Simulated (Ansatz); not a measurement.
The calculation used DFT PBE, scalar-relativistic, plane waves, PAW (Ansatz 0.2.0). Settings: cutoff 420 eV, Γ-centred meshes spaced at most about 0.3 Å⁻¹, and about 0.25 Å⁻¹ or finer for metals (2π included), Gaussian smearing. No spin polarisation in the final relaxations.

All energies are static (0 K, no zero-point motion).

Two relaxed structures of B₂P₃:

1.

```
CELL_PARAMETERS angstrom
5.59907 0.00000 0.00000
-2.79954 4.84894 0.00000
0.00000 0.00000 2.38793
ATOMIC_POSITIONS crystal
B 0.33333 0.66667 0.00000
B 0.66667 0.33333 0.00000
P 0.30892 0.30892 0.00000
P 0.69108 0.00000 0.00000
P 0.00000 0.69108 0.00000
```

2.

```
CELL_PARAMETERS angstrom
2.21026 -4.74607 0.00000
2.21026 4.74607 0.00000
0.00000 0.00000 5.04489
ATOMIC_POSITIONS crystal
B 0.00000 0.00000 0.34816
B 0.00000 0.00000 0.65184
P 0.00000 0.00000 0.00000
P 0.00000 0.50000 0.00000
P 0.50000 0.00000 0.00000
```

Task: Which is lower in energy, and by how much?

Result: Cell 1 is lower, by 0.87 eV/atom. Cell 1 has space group P-62m (No. 189), 13.0 Å³/atom and no gap on its mesh; cell 2 has space group Cmmm (No. 65), 21.2 Å³/atom and no gap. Counting P atoms around B (those within 1.25 times the shortest such distance or 1.15 times the sum of covalent radii, 1.27 where that leaves under three), cell 1 has B 3 and cell 2 has B 1. Cell 1 holds P–P chains (shortest 2.39 Å); cell 2 holds B–B pairs (shortest 1.53 Å) and P–P chains (shortest 2.21 Å). The denser one is the lower, and pressure would at first widen the difference. Even the lower one lies +0.27 eV/atom against the reference forms of the elements (uncorrected), so neither is stable at this level. In cell 1, B has 3 P at 1.94 Å and 2 B at 2.39 Å; P is surrounded by 2 B at 1.94 Å and 2 P at 2.39 Å. In cell 2, around B lie 1 B at 1.53 Å and 1 P at 1.76 Å; P on a site of symmetry mmm is surrounded by 2 B at 1.76 Å and 4 P at 2.62 Å; P on a site of symmetry 2/m is surrounded by 2 P at 2.21 Å and 2 P at 2.62 Å. Both come from invented guesses.

In P-62m, Cmmm an odd number of electrons in the primitive cell allows no gap without spin; a larger cell or a magnetic state could open one. A magnetic state wasn't ruled out in cells without spin, among them P-62m, Cmmm. Cells relaxed within their symmetry can be saddle points.
